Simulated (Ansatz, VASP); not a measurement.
# ZnS: VASP beside Ansatz

Contents of INCAR:

```
PREC     = Accurate       # precision mode
ENCUT    = 520            # plane-wave cutoff, eV
EDIFF    = 1E-7           # SCF threshold, eV
ISMEAR   = -1             # smearing method
SIGMA    = 0.08           # smearing width, eV
LREAL    = F              # projectors in reciprocal space
LASPH    = T              # aspherical terms in the spheres
NELM     = 80             # most SCF steps
ALGO     = Normal         # electronic algorithm
ISIF     = 2              # what is computed and relaxed
LWAVE    = F              # write WAVECAR
LCHARG   = T              # write CHGCAR
GGA      = PE             # functional
LELF     = T              # ELF
LVHAR    = T            
NBANDS   = 16             # bands
```

Contents of KPOINTS:

```
regular mesh
0
Gamma
  14 14 14
```

Contents of POSCAR:

```
ZnS
1.0
    0.0000000000      2.3688444887      2.3688444887
    2.3688444887      0.0000000000      2.3688444887
    2.3688444887      2.3688444887      0.0000000000
Zn S
1 1
Direct
    0.0000000000      0.0000000000      0.0000000000
    0.5000000000      0.5000000000      0.5000000000
```

Input for Ansatz:

```yaml
crystal:
  lattice:
    - [0.0, 2.3688444887, 2.3688444887]
    - [2.3688444887, 0.0, 2.3688444887]
    - [2.3688444887, 2.3688444887, 0.0]
  atoms:
    - { symbol: Zn, position: [0.0, 0.0, 0.0] }
    - { symbol: S, position: [0.5, 0.5, 0.5] }
kpoints:
  mp_grid: { grid: [14, 14, 14] }
scf:
  occupations: { method: fermi_dirac, width: 0.08 }
hamiltonian:
  xc: pbe
  pseudopotentials: { kind: paw }
output:
  forces: true
  stress: true
  eigenvalues: true
  populations: true
```

Change from the starting cell: volume scaled by 0.8, PAW files.

Alike in both runs: task single point; functional PBE; k mesh 14 × 14 × 14; occupations fermi-dirac, width 0.08 eV; no spin polarisation.

|  | VASP | Ansatz |
| --- | --- | --- |
| version | VASP 6.6.1 | Ansatz 0.2.0 |
| potentials or method | VASP PAW PBE potentials, release 64 (Zn, S) | PAW with Ansatz's default frozen-core files, scalar-relativistic |
| plane-wave cutoff (eV) | 520 | 420 |
| valence electrons in the cell | 18 | 18 |

Ansatz gave:

```
pressure (GPa) : 31.7
```

Q: Estimate VASP's values.

A: Pressure (GPa): 32.2.

Caveats: so large a pressure means that the cell lies far from this level's equilibrium, or that cutoff or potentials fall short (VASP).
